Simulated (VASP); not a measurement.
# CaSe (Fm-3m) in VASP: single point with r2SCANh

Aim: the single point of CaSe with r2SCANh.

All numbers are computed with VASP 6.6.1; they aren't measurements. Logs are shortened: lines on timing, memory, paths and dates and some standing lists are left out, and cuts for length are marked.

**Measured values to compare with.**

A printed reference work, monograph, original work of 1988 reports, for a bulk crystal of CaSe at 2 K: band gap 3.85 eV (indirect).

The results are compared with them further down.

## 1. The cell of the first run

It takes space group Fm-3m (No. 225, cubic). The conventional cell has a = 5.935 Å, b = 5.935 Å, c = 5.935 Å, α = 90.00°, β = 90.00°, γ = 90.00°. Within 3.9 Å of Ca (site symmetry m-3m) lie 6 Se at 2.97 Å. Within 3.9 Å of Se (site symmetry m-3m) lie 6 Ca at 2.97 Å.

## 2. Single point, r2SCANh

File POSCAR:

```
CaSe
1.0
    0.0000000000      2.9675306062      2.9675306062
    2.9675306062      0.0000000000      2.9675306062
    2.9675306062      2.9675306062      0.0000000000
Ca Se
1 1
Direct
    0.0000000000      0.0000000000      0.0000000000
    0.5000000000      0.5000000000      0.5000000000
```

File INCAR.step1:

```
SYSTEM = CaSe
ALGO = Normal ; EDIFF = 1E-5
ENCUT = 440 ; GGA = PE
GGA_COMPAT = .FALSE. ; ISIF = 2
ISMEAR = 0 ; LASPH = .TRUE.
LCHARG = .FALSE. ; LREAL = .FALSE.
LWAVE = .TRUE. ; NBANDS = 15
NELM = 120 ; PREC = Accurate
SIGMA = 0.01
```

File INCAR.step2:

```
SYSTEM = CaSe
AEXX = 0.1 ; ALGO = Normal
EDIFF = 1E-6 ; ENCUT = 440
GGA_COMPAT = .FALSE. ; ISIF = 2
ISMEAR = 0 ; ISTART = 1
LASPH = .TRUE. ; LCHARG = .FALSE.
LHFCALC = .TRUE. ; LMIXTAU = .TRUE.
LREAL = .FALSE. ; LWAVE = .FALSE.
METAGGA = R2SCAN ; NBANDS = 15
NELM = 120 ; PREC = Accurate
PRECFOCK = Normal ; SIGMA = 0.01
```

File KPOINTS:

```
k-points
0
G
  6 6 6
  0 0 0
```

Potentials or basis: VASP PAW PBE potentials, release 64 (Ca_sv, Se).

Started as:

```sh
$ cat potpaw_PBE.64/Ca_sv/POTCAR potpaw_PBE.64/Se/POTCAR > POTCAR
$ cp INCAR.step1 INCAR
$ mpirun -np 1 vasp_std > vasp.out
$ cp INCAR.step2 INCAR
$ mpirun -np 1 vasp_std > vasp.out
```

OUTCAR:

```text
SYSTEM = CaSe
   AEXX = 0.1
   EDIFF = 1E-6
   ENCUT = 440
   ISIF = 2
   ISMEAR = 0
   ISTART = 1
   LASPH = .TRUE.
   LHFCALC = .TRUE.
   LREAL = .FALSE.
   METAGGA = R2SCAN
   NELM = 120
   PREC = Accurate
   PRECFOCK = Normal

 ion  position               nearest neighbor table
   1  0.000  0.000  0.000-   2 2.97   2 2.97   2 2.97   2 2.97   2 2.97   2 2.97
   2  0.500  0.500  0.500-   1 2.97   1 2.97   1 2.97   1 2.97   1 2.97   1 2.97

  LATTYP: Found a face centered cubic cell.
 ALAT       =     5.9350612124

  Lattice vectors:

 A1 = (   0.0000000000,   2.9675306062,   2.9675306062)
 A2 = (   2.9675306062,   0.0000000000,   2.9675306062)
 A3 = (   2.9675306062,   2.9675306062,   0.0000000000)

Analysis of symmetry for initial positions (statically):
=====================================================================
 Subroutine PRICEL returns:
 Original cell was already a primitive cell.

 Routine SETGRP: Setting up the symmetry group for a
 face centered cubic supercell.

 Subroutine GETGRP returns: Found 48 space group operations
 (whereof 48 operations were pure point group operations)
 out of a pool of 48 trial point group operations.

The static configuration has the point symmetry O_h .

Analysis of symmetry for dynamics (positions and initial velocities):
=====================================================================
 Subroutine PRICEL returns:
 Original cell was already a primitive cell.

 Routine SETGRP: Setting up the symmetry group for a
 face centered cubic supercell.

 Subroutine GETGRP returns: Found 48 space group operations
 (whereof 48 operations were pure point group operations)
 out of a pool of 48 trial point group operations.

The dynamic configuration has the point symmetry O_h .

 Subroutine INISYM returns: Found 48 space group operations
 (whereof 48 operations are pure point group operations),
 and found     1 'primitive' translations

----------------------------------------------------------------------------------------

                                     Primitive cell

  volume of cell :      52.2656

  direct lattice vectors                    reciprocal lattice vectors
     0.000000000  2.967530606  2.967530606    -0.168490259  0.168490259  0.168490259
     2.967530606  0.000000000  2.967530606     0.168490259 -0.168490259  0.168490259
     2.967530606  2.967530606  0.000000000     0.168490259  0.168490259 -0.168490259

  length of vectors
     4.196722030  4.196722030  4.196722030     0.291833689  0.291833689  0.291833689

  position of ions in fractional coordinates (direct lattice)
     0.000000000  0.000000000  0.000000000
     0.500000000  0.500000000  0.500000000

  ion indices of the primitive-cell ions
   primitive index   ion index
                 1           1
                 2           2

----------------------------------------------------------------------------------------

 KPOINTS: k-points

Automatic generation of k-mesh.
 Grid dimensions read from file:
 generate k-points for:    6    6    6

 Generating k-lattice:

  Cartesian coordinates                     Fractional coordinates (reciprocal lattice)
    -0.028081710  0.028081710  0.028081710     0.166666667  0.000000000  0.000000000
     0.028081710 -0.028081710  0.028081710     0.000000000  0.166666667  0.000000000
     0.028081710  0.028081710 -0.028081710     0.000000000  0.000000000  0.166666667

  Length of vectors
     0.048638948  0.048638948  0.048638948

  Shift w.r.t. Gamma in fractional coordinates (k-lattice)
     0.000000000  0.000000000  0.000000000

 Subroutine IBZKPT returns following result:
 ===========================================

 Found     16 irreducible k-points:

 Following reciprocal coordinates:
            Coordinates               Weight
  0.000000  0.000000  0.000000      1.000000
  0.166667  0.000000  0.000000      8.000000
  0.333333  0.000000  0.000000      8.000000
  0.500000  0.000000  0.000000      4.000000
  0.166667  0.166667  0.000000      6.000000
  0.333333  0.166667  0.000000     24.000000
[... 8 lines left out ...]
 -0.333333  0.333333  0.166667     24.000000
 -0.333333  0.500000  0.166667     12.000000
   k-points           NKPTS =     16   k-points in BZ     NKDIM =    216   number of bands    NBANDS=     15
   number of dos      NEDOS =    301   number of ions     NIONS =      2
   total plane-waves  NPLWV =  27000
   dimension x,y,z NGX =    30 NGY =   30 NGZ =   30
   dimension x,y,z NGXF=    60 NGYF=   60 NGZF=   60
   ions per type =               1   1
   NGX,Y,Z   is equivalent  to a cutoff of  11.88, 11.88, 11.88 a.u.
   NGXF,Y,Z  is equivalent  to a cutoff of  23.77, 23.77, 23.77 a.u.
 SYSTEM =  CaSe
   PREC   = accura    normal or accurate (medium, high low for compatibility)
   ISTART =      1    job   : 0-new  1-cont  2-samecut
   ICHARG =      0    charge: 1-file 2-atom 10-const
   ISPIN  =      1    spin polarized calculation?
   LNONCOLLINEAR =      F non collinear calculations
   LSORBIT =      F    spin-orbit coupling
   LASPH  =      T    aspherical Exc in radial PAW
   ENCUT  =  440.0 eV  32.34 Ry    5.69 a.u.   7.18  7.18  7.18*2*pi/ulx,y,z
   NELM   =    120;   NELMIN=  2; NELMDL=  0     # of ELM steps
   EDIFF  = 0.1E-05   stopping-criterion for ELM
   LREAL  =      F    real-space projection
   EDIFFG = 0.1E-04   stopping-criterion for IOM
   NSW    =      0    number of steps for IOM
   IBRION =     -1    ionic relax: 0-MD 1-quasi-New 2-CG
   NFREE  =      0    steps in history (QN), initial steepest desc. (CG)
   ISIF   =      2    stress and relaxation
   ISYM   =      3    0-nonsym 1-usesym 2-fastsym
   POTIM  = 0.5000    time-step for ionic-motion
   TEBEG  =    0.0;   TEEND  =   0.0 temperature during run
   PSTRESS=    0.0 pullay stress
   NELECT =      16.0000    total number of electrons
   NUPDOWN=      -1.0000    fix difference up-down
   EMIN   =  10.00;   EMAX   =-10.00  energy-range for DOS
   EFERMI =   0.00;   METHOD = LEGACY
   ISMEAR =     0;   SIGMA  =   0.01  broadening in eV -4-tet -1-fermi 0-gaus
   EFERMI_NEDOS =   21; number of points for ismear=-14 and -15
   IALGO  =     38    algorithm
   IMIX   =      1    mixing-type and parameters
     AMIX     =   0.40;   BMIX     =  1.00
     AMIX_MAG =   1.60;   BMIX_MAG =  1.00
  volume/ion in A,a.u.               =      26.13       176.35
  Fermi-wavevector in a.u.,A,eV,Ry     =   1.103341  2.085012 16.563196  1.217361
  Thomas-Fermi vector in A             =   2.239797
   LORBIT       =      0    0 simple, 1 ext, 2 COOP (PROOUT), +10 PAW based schemes
   METAGGA = R2SCAN    functional components
   LHFCALC =     T    Hartree Fock is set to
   PRECFOCK=normal    Normal, Fast or Accurate (Low or Medium for compatibility)
   ENCUT4O =  -1.0   cutoff for four orbital integrals eV
   NKREDX  =     1    reduce k-point grid by
   NKREDY  =     1    reduce k-point grid by
   NKREDZ  =     1    reduce k-point grid by
   AEXX    =    0.1000 exact exchange contribution
   HFSCREEN=    0.0000 screening length (either q_TF or 0.3 A-1)
   HFSCREENC=   0.0000 screening length for correlation (either q_TF or 0.3 A-1)
   ENCUTFOCK=  -1.0 apply spherical cutoff to Coloumb kernel
   IVDW    =     0    specifies the selected vdW correction
   LEPSILON=     F    determine dielectric tensor
   LRPA    =     F    only Hartree local field effects (RPA)
 non-spin polarized calculation
 Gauss-broadening in eV      SIGMA  =   0.01
  energy-cutoff  :      440.00
  volume of cell :       52.27
 maximum number of plane-waves:      1113
 NGX is ok and might be reduce to    30
  NGX = 24; NGY = 24; NGZ = 24

 number of electron      16.0000001 magnetization

 Free energy of the ion-electron system (eV)
  ---------------------------------------------------
  ext. energy  EPLUGINS =         0.00000000
  ---------------------------------------------------
  free energy    TOTEN  =       -25.06185228 eV

  energy without entropy =      -25.06185228  energy(sigma->0) =      -25.06185228

 E-fermi :   1.9154     XC(G=0):  -8.7092

 val. band max:        1.7889830680   @ k =   0.0000   0.0000   0.0000
 cond. band min:       4.8961803466   @ k =   0.5000   0.5000   0.0000
 fundamental gap:      3.1071972787
 Fermi energy:         1.9153529000

 k-point     1 :       0.0000    0.0000    0.0000
  band No.  band energies     occupation
      1     -40.5877      2.00000
      2     -20.2257      2.00000
      3     -20.2257      2.00000
      4     -20.2257      2.00000
      5     -10.7892      2.00000
      6       1.7890      2.00000
      7       1.7890      2.00000
      8       1.7890      2.00000
      9       6.3830      0.00000
     10       6.7215      0.00000
     11       6.7215      0.00000
     12       6.7215      0.00000
     13       7.3391      0.00000
     14       7.3391      0.00000
     15      12.8121      0.00000

 k-point     2 :       0.1667    0.0000    0.0000
  band No.  band energies     occupation
      1     -40.5861      2.00000
      2     -20.2554      2.00000
      3     -20.2274      2.00000
      4     -20.2274      2.00000
      5     -10.6194      2.00000
      6       0.6201      2.00000
      7       1.4114      2.00000
      8       1.4114      2.00000
      9       6.6313      0.00000
     10       7.1078      0.00000
     11       7.1078      0.00000
     12       7.8454      0.00000
     13       8.0482      0.00000
     14       8.0482      0.00000
     15      12.9915      0.00000
[... 221 lines left out ...]
      3     -20.2707      2.00000
      4     -20.2493      2.00000
      5     -10.0664      2.00000
      6      -0.8157      2.00000
      7      -0.0843      2.00000
      8       0.4199      2.00000
      9       7.4738      0.00000
     10       7.5735      0.00000
     11       8.8949      0.00000
     12       9.1152      0.00000
     13       9.2006      0.00000
     14      10.9488      0.00000
     15      11.9089      0.00000

 k-point    16 :      -0.3333    0.5000    0.1667
  band No.  band energies     occupation
      1     -40.5790      2.00000
      2     -20.2958      2.00000
      3     -20.2711      2.00000
      4     -20.2637      2.00000
      5     -10.0960      2.00000
      6      -0.5956      2.00000
      7       0.1596      2.00000
      8       0.2415      2.00000
      9       6.2496      0.00000
     10       8.2915      0.00000
     11       8.5050      0.00000
     12       9.0214      0.00000
     13       9.3065      0.00000
     14      10.1812      0.00000
     15      12.6821      0.00000

------------------------ aborting loop because EDIFF is reached ----------------------------------------

  FORCE on cell =-STRESS in cart. coord.  units (eV):
  Direction    XX          YY          ZZ          XY          YZ          ZX
  --------------------------------------------------------------------------------------
  -------------------------------------------------------------------------------------
  Total        0.0455403      0.0455403      0.0455403      0.0000000      0.0000000      0.0000000
  in kB        1.3960181      1.3960181      1.3960181      0.0000000      0.0000000      0.0000000
  external PRESSURE =       1.3960181 kB  Pullay stress =       0.0000000 kB

 VOLUME and BASIS-vectors are now :
 -----------------------------------------------------------------------------
  energy-cutoff  :      440.00
  volume of cell :       52.27
      direct lattice vectors                 reciprocal lattice vectors
     0.000000000  2.967530606  2.967530606    -0.168490259  0.168490259  0.168490259
     2.967530606  0.000000000  2.967530606     0.168490259 -0.168490259  0.168490259
     2.967530606  2.967530606  0.000000000     0.168490259  0.168490259 -0.168490259

 POSITION                                       TOTAL-FORCE (eV/Angst)
 -----------------------------------------------------------------------------------
      0.00000      0.00000      0.00000        -0.000000     -0.000000     -0.000000
      2.96753      2.96753      2.96753         0.000000      0.000000      0.000000
 -----------------------------------------------------------------------------------
    total drift:                               -0.000000      0.000000      0.000000

  FREE ENERGIE OF THE ION-ELECTRON SYSTEM (eV)
  ---------------------------------------------------
  free  energy   TOTEN  =       -25.0618522770 eV

  energy  without entropy=      -25.0618522770  energy(sigma->0) =      -25.06185228
```

It took 29 min on 1 thread of AMD EPYC 7R13 (Zen 3), shared host; peak memory 0.16 GiB.

Results:

| Quantity | Value |
| --- | --- |
| Free energy | -25.0619 eV |
| Pressure | 0.1 GPa |
| Band gap on the k mesh | 3.11 eV (least direct gap 4.09 eV) |

Caveat: the PAW data sets were made with another functional, which shifts forces and pressure a little.

## 3. Against experiment

Step 2. A measured gap of CaSe is 3.85 eV (indirect; 2 K; a printed reference work, monograph, original work of 1988); the calculated 3.11 eV misses it by -0.74 eV. Spin-orbit coupling on Se is left out. The value is that of r2SCANh on a finite k mesh, which can miss the band edges, without temperature or zero-point motion.
